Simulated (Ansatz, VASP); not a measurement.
## One calculation of Sc, two programs

```
CELL_PARAMETERS angstrom
0.00000 2.36777 2.36777
2.36777 0.00000 2.36777
2.36777 2.36777 0.00000
ATOMIC_POSITIONS crystal
Sc 0.00000 0.00000 0.00000
```

Alike in both runs: task single point; functional PBEsol; k mesh 13 × 13 × 13; occupations fermi-dirac, width 0.1 eV; no spin polarisation.

|  | VASP | Ansatz |
| --- | --- | --- |
| version | VASP 6.6.1 | Ansatz 0.2.0 |
| potentials or method | VASP PAW PBE potentials, release 64 (Sc_sv) | plane waves (420 eV) with PAW, scalar-relativistic |
| plane-wave cutoff (eV) | 520 | 420 |
| valence electrons in the cell | 11 | 11 |

|  | VASP | Ansatz | Ansatz less VASP |
| --- | --- | --- | --- |
| pressure (GPa) | -5.1 | -5.1 | +0.01 |

Ansatz warned: «pseudo_functional_mismatch».

Caveats: the PAW data sets were made with another functional, which shifts forces and pressure a little (VASP).
